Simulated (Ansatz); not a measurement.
**Response of PbSe to small distortions**

```
CELL_PARAMETERS angstrom
0.00000 3.10796 3.10796
3.10796 0.00000 3.10796
3.10796 3.10796 0.00000
ATOMIC_POSITIONS crystal
Pb 0.00000 0.00000 0.00000
Se 0.50000 0.50000 0.50000
```

Atoms are numbered in the order listed.

Conventional cell: a = 6.216 Å, b = 6.216 Å, c = 6.216 Å, α = 90.00°, β = 90.00°, γ = 90.00°. Pb (atom 1) is surrounded by 6 Se at 3.11 Å. Se (atom 2) is surrounded by 6 Pb at 3.11 Å.

The structure comes from a relaxation in the same program, started in the rocksalt type, and has space group Fm-3m. Whether it is a known phase or the ground state wasn't checked.

Spin–orbit coupling is left out, though it moves levels of the heavy atoms by tenths of an eV or more.

Computed with DFT, PBE, all-electron PAW with datasets made for the crystal, scalar-relativistic in Ansatz 0.2.0.

The runs use a Γ-centred 10×10×10 k mesh, Fermi–Dirac smearing of 0.03 eV, cutoff 240 eV (chosen by the program for this cell), no spin polarisation.

The unchanged cell is at 0.05 GPa.

x, y and z are the Cartesian axes of the cell as listed; fractional coordinates follow a strain, and an engineering shear is twice the off-diagonal strain component.

Vzz stands for the principal value of largest size of the field-gradient tensor, whatever its axis.

Spin–orbit coupling is left out, which moves gradients at and beside heavy atoms by some per cent and at worst by a factor of two.

With xy engineering shear strain of -2 %: energy change under 1 meV/atom; stress change (xx, yy, zz, yz, xz, xy) 0.00, 0.00, -0.01, 0.00, 0.00, 0.35 GPa, compression positive; Vzz in 10²¹ V/m²: Pb1 0 → 0.42 (η = 0.89), Se2 0 → -0.74 (η = 0.97); gap on the k mesh 0.43 → 0.34 eV.

With this change (z strained by +4 % at fixed volume), what becomes of the energy and stress and field gradients and gap?

Energy change +21 meV/atom; stress change (xx, yy, zz, yz, xz, xy) 2.26, 2.26, -3.18, 0.00, 0.00, 0.00 GPa, compression positive; Vzz in 10²¹ V/m²: Pb1 0 → 18.24 (η = 0.00), Se2 0 → 0.84 (η = 0.00); gap on the k mesh 0.43 → 0.35 eV.

With atom 2 (Se) moved by (0.1414, 0.1414, 0.0000) Å: energy change +4 meV/atom; stress change (xx, yy, zz, yz, xz, xy) 0.73, 0.73, 0.05, 0.00, 0.00, 0.18 GPa, compression positive; change of the force on Se2 (-0.082, -0.082, 0.000) eV/Å; Vzz in 10²¹ V/m²: Pb1 0 → 3.86 (η = 0.24), Se2 0 → 0.96 (η = 0.45); gap on the k mesh 0.43 → 0.50 eV.

What force constant does this one finite step give for Se2 along its displacement (all its periodic images move with it)?

k = −ΔF·u/|u|² = 0.58 eV/Å², so the force pulls the atom back.
